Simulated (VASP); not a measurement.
# CdS: convergence, self-consistent run

CdS, P6_3mc (no. 186), 4 atoms in the cell. R2SCAN; PAW potentials Cd, S (PBE set). VASP 6.6.1.

Wanted: energy within 0.2 meV/atom; levels at the zone centre within 0.003 eV.

What the run is for: comparing ways to start; Accuracy asked: tight.

Levels at the zone centre: counted from the valence top at that point.

POSCAR:
```
CdS
1.0
    4.1500000000      0.0000000000      0.0000000000
   -2.0750000000      3.5940054257      0.0000000000
    0.0000000000      0.0000000000      6.7370000000
Cd S
2 2
Direct
    0.6666666667      0.3333333333      0.5000000000
    0.3333333333      0.6666666667      0.0000000000
    0.6666666667      0.3333333333      0.8750000000
    0.3333333333      0.6666666667      0.3750000000
```

## How the run starts (with a second run first, the time holds both)

| How the run starts (with a second run first, the time holds both) | Energy less reference (meV/atom) | Levels at the zone centre, largest deviation (eV) | Time (s) |
|---|---|---|---|
| from scratch: 24 SCF iterations | 0.00 | 0.0000 | 173 |
| PBE orbitals (WAVECAR): 13 + 11 SCF iterations | 0.00 | 0.0002 | 136 |
| PBE density (CHGCAR): 13 + 29 SCF iterations | 0.00 | 0.0001 | 250 |
| loose PBE orbitals: 10 + 11 SCF iterations | 0.00 | 0.0002 | 112 |

## Question

For each series: keep the first row unless others stay within half of the tolerance and take at least 30 % less time, and then take the fastest.

## Answer

- How the run starts (with a second run first, the time holds both): loose PBE orbitals: 10 + 11 SCF iterations

## All choices together

| Input | Energy less reference (meV/atom) | Levels at the zone centre, largest deviation (eV) | Time (s) |
|---|---|---|---|
| chosen settings | 0.00 | 0.0002 | 112 |
| reference settings throughout | 0.00 | 0.0000 | 173 |

The tolerance is met.

Values of the reference run: Levels at the zone centre: 0, 0, 1.652 eV from the valence top at Gamma.

## The input

INCAR.step1:
```
ISMEAR = 0
SIGMA = 0.03
LWAVE = T
LCHARG = T
ISIF = 2
PREC = Accurate
LASPH = T
LREAL = F
ALGO = Normal
EDIFF = 0.001
NELM = 120
GGA_COMPAT = F
ENCUT = 440
EFERMI = MIDGAP
GGA = PE
```

INCAR.step2:
```
METAGGA = R2SCAN
ISMEAR = 0
SIGMA = 0.03
LWAVE = F
LCHARG = F
ISIF = 2
PREC = Accurate
LASPH = T
LREAL = F
ALGO = Normal
EDIFF = 1E-6
NELM = 120
GGA_COMPAT = F
ENCUT = 440
EFERMI = MIDGAP
LMIXTAU = T
ISTART = 1
```

KPOINTS:
```
k-points
0
Gamma
  7 7 4
```

Commands (each step's output is kept before the next begins):
```
cat potpaw_PBE.64/Cd/POTCAR potpaw_PBE.64/S/POTCAR > POTCAR
cp INCAR.step1 INCAR
mpirun -np 1 vasp_std > vasp.out
cp INCAR.step2 INCAR
mpirun -np 1 vasp_std > vasp.out
```

The chosen input took VASP 6.6.1 112 s on 1 core (Intel Xeon Platinum 8259CL @ 2.50GHz (Skylake/Cascade Lake)), a shared host.
